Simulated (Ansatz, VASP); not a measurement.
This is a calculation of Sb for VASP 6.6.1.

Contents of INCAR:

```
SYSTEM = Sb
PREC     = Accurate       ! precision mode
ENCUT    = 520            ! plane-wave cutoff, eV
EDIFF    = 1E-6           ! SCF threshold, eV
ISMEAR   = -1             ! smearing method
SIGMA    = 0.05           ! smearing width, eV
LREAL    = .False.        ! projectors in reciprocal space
LASPH    = .True.         ! aspherical terms in the spheres
NELM     = 60             ! most SCF steps
ALGO     = Normal         ! electronic algorithm
ISIF     = 2              ! what is computed and relaxed
LWAVE    = .False.        ! write WAVECAR
LCHARG   = .False.        ! write CHGCAR
METAGGA  = R2SCAN         ! meta-GGA
LMIXTAU  = .True.
```

Contents of KPOINTS:

```
Automatic mesh
0
Gamma
  10 10 10
  0 0 0
```

The input POSCAR:

```
Sb
1.0
   -1.8713408863      1.8713408863      1.8713408863
    1.8713408863     -1.8713408863      1.8713408863
    1.8713408863      1.8713408863     -1.8713408863
Sb
1
Direct
    0.0000000000      0.0000000000      0.0000000000
```

File KPOINTS_OPT:

```
path GHNGPH,PN
15
line-mode
reciprocal
 0.0000000000  0.0000000000  0.0000000000  G
 0.5000000000 -0.5000000000  0.5000000000  H

 0.5000000000 -0.5000000000  0.5000000000  H
 0.0000000000  0.0000000000  0.5000000000  N

 0.0000000000  0.0000000000  0.5000000000  N
 0.0000000000  0.0000000000  0.0000000000  G

 0.0000000000  0.0000000000  0.0000000000  G
 0.2500000000  0.2500000000  0.2500000000  P

 0.2500000000  0.2500000000  0.2500000000  P
 0.5000000000 -0.5000000000  0.5000000000  H

 0.2500000000  0.2500000000  0.2500000000  P
 0.0000000000  0.0000000000  0.5000000000  N
```

Potentials or basis: VASP PAW PBE potentials, release 64 (Sb).

Run with:

```console
$ cat potpaw_PBE.64/Sb/POTCAR > POTCAR
$ mpirun -np 1 vasp_std > vasp.out
```

Question: Translate it to Ansatz 0.2.0. Potentials there: Ansatz PAW.

Answer: As run (the cutoff follows the program's own potentials):

input.yaml

```yaml
crystal:
  lattice:
    - [-1.8713408863, 1.8713408863, 1.8713408863]
    - [1.8713408863, -1.8713408863, 1.8713408863]
    - [1.8713408863, 1.8713408863, -1.8713408863]
  atoms:
    - { symbol: Sb, position: [0.0, 0.0, 0.0] }
hamiltonian:
  xc: r2scan
  pseudopotentials: { kind: paw }
kpoints:
  mp_grid: { grid: [10, 10, 10] }
  band_path:
    path:
      - [[0.0, 0.0, 0.0], [0.5, -0.5, 0.5], [0.0, 0.0, 0.5], [0.0, 0.0, 0.0], [0.25, 0.25, 0.25], [0.5, -0.5, 0.5]]
      - [[0.25, 0.25, 0.25], [0.0, 0.0, 0.5]]
    npoints: 14
scf:
  occupations: { method: fermi_dirac, width: 0.05 }
  n_extra_bands: 6
output:
  forces: true
  stress: true
  eigenvalues: true
  fatbands: false
```

Potentials or basis: Ansatz PAW.

Command:

```sh
$ ansatz run input.yaml --threads 2 --pin off --max-ram 5632MiB --backend cpu --events-out ev --progress --plain --runs-dir out
```

Both were run:

|  | VASP | Ansatz | Ansatz less VASP |
| --- | --- | --- | --- |
| gap on the k mesh at the Fermi level (eV) | none | none | - |
| pressure (GPa) | 2.4 | 2.5 | +0.06 |

A gap of «none» marks a metal or a gap that the smearing closes. The functional is the same, so the differences come from potentials, cutoffs and numerics. The two sets of potentials don't hold the same shells in valence.

Caveats: spin-orbit coupling is left out, which moves the levels of the heavy elements; the PAW data sets were made with another functional, which shifts forces and pressure a little (VASP); the PAW data sets come from PBE, with cores solved anew for the run's functional, which leaves a small shift of forces and pressure (Ansatz).
